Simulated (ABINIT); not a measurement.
A run of ABINIT 10.8.3 (patched build):

Contents of run.abi:

```
# Datasets: ground state, then fixed potential
ndtset 2

# Pseudopotentials
pp_dirpath "./"
pseudos "Sn.GGA_PBE-JTH.xml, O.GGA_PBE-JTH.xml"

# Structure
acell 3*1.0 Angstrom
rprim
     1.6170930752     0.9336291223     4.8005925840
    -1.6170930752     0.9336291223     4.8005925840
     0.0000000000    -1.8672582446     4.8005925840
ntypat 2
znucl 50 8
natom 3
typat 1 2 2
xred
     0.5000000000     0.5000000000     0.5000000000
     0.7628300000     0.7628300000     0.7628300000
     0.2371700000     0.2371700000     0.2371700000

# Plane-wave basis
ecut 625.861884 eV
pawecutdg 45.0
pawxcdev 0

# Exchange and correlation
ixc -116133

# Bands and occupations
occopt 3
tsmear 0.05 eV

# SCF cycle
nstep 100

# Output
iomode 3
prtwf 0
prteig 0
prtebands 0
enunit 1
prtden1 1

# Dataset 1
kptopt1 1
ngkpt1 10 10 10
nshiftk1 1
shiftk1 0.0 0.0 0.0
nband1 17
tolvrs1 1.0e-9

# Dataset 2: bands along G-L-B1
iscf2 -2
getden2 1
nband2 23
nbdbuf2 4
tolwfr2 1.0e-11
kptopt2 -2
ndivsm2 6
prteig2 1
kptbounds2
     0.0000000000     0.0000000000     0.0000000000
     0.5000000000     0.0000000000     0.0000000000
     0.5000000000     0.1918821804    -0.1918821804
```

Potentials or basis: JTH PAW PBE v2.0.

Command:

```bash
$ abinit run.abi > log 2>&1
```

Hardware: 1 thread of Intel(R) Xeon(R) Platinum 8488C (Sapphire Rapids) (shared host).

Q: Estimate the wall time of this run.

A: Run time: 4.9 min on 1 thread of Intel(R) Xeon(R) Platinum 8488C (Sapphire Rapids), with other jobs on the host, peak memory 0.24 GiB. Counts: scf iterations 13, mpi ranks 1, k points 116, bands 17, plane waves 1577.
